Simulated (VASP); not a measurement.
A run of VASP 6.6.1 is set up as follows.

Contents of POSCAR:

```
SnTe2
1.0
    0.0000000000      3.7010376726      3.7010376726
    3.7010376726      0.0000000000      3.7010376726
    3.7010376726      3.7010376726      0.0000000000
Sn Te
1 2
Direct
    0.0000000000      0.0000000000      0.0000000000
    0.2500000000      0.2500000000      0.2500000000
    0.7500000000      0.7500000000      0.7500000000
```

Contents of INCAR.step1:

```
ALGO     = Normal         # electronic algorithm
EDIFF    = 1E-5           # SCF threshold, eV
ENCUT    = 520            # plane-wave cutoff, eV
GGA      = PE             # functional
ISIF     = 2              # what is computed and relaxed
ISMEAR   = -1             # smearing method
LASPH    = T              # aspherical terms in the spheres
LCHARG   = F              # write CHGCAR
LREAL    = F              # projectors in reciprocal space
LWAVE    = T              # write WAVECAR
NBANDS   = 20             # bands
NELM     = 100            # most SCF steps
PREC     = Accurate       # precision mode
SIGMA    = 0.02           # smearing width, eV
```

INCAR.step2

```
ALGO     = Normal         # electronic algorithm
EDIFF    = 1E-6           # SCF threshold, eV
ENCUT    = 520            # plane-wave cutoff, eV
GGA      = PE             # functional
HFSCREEN = 0.2079         # screening, 1/A
ISIF     = 2              # what is computed and relaxed
ISMEAR   = -1             # smearing method
ISTART   = 1            
LASPH    = T              # aspherical terms in the spheres
LCHARG   = F              # write CHGCAR
LHFCALC  = T              # exact exchange
LREAL    = F              # projectors in reciprocal space
LWAVE    = F              # write WAVECAR
NBANDS   = 20             # bands
NELM     = 100            # most SCF steps
PREC     = Accurate       # precision mode
PRECFOCK = Normal       
SIGMA    = 0.02           # smearing width, eV
```

KPOINTS

```
k-points
0
Gamma
  4 4 4
```

Potentials or basis: VASP PAW PBE potentials, release 64 (Sn_d, Te).

Launch:

```sh
$ cat potpaw_PBE.64/Sn_d/POTCAR potpaw_PBE.64/Te/POTCAR > POTCAR
$ cp INCAR.step1 INCAR
$ mpirun -np 1 vasp_std > vasp.out
$ cp INCAR.step2 INCAR
$ mpirun -np 1 vasp_std > vasp.out
```

Task: Estimate the pressure.

Result: -0.6 GPa.

Task: Predict the band gap on the k mesh.

Result: None (metal or under the smearing width).

Caveat: the k mesh is coarse (spacing up to 0.37 Å⁻¹), so the values aren't converged, least of all with exact exchange; the PAW data sets were made with another functional, which shifts forces and pressure a little. Spin-orbit coupling is left out, which matters for the levels of Te.
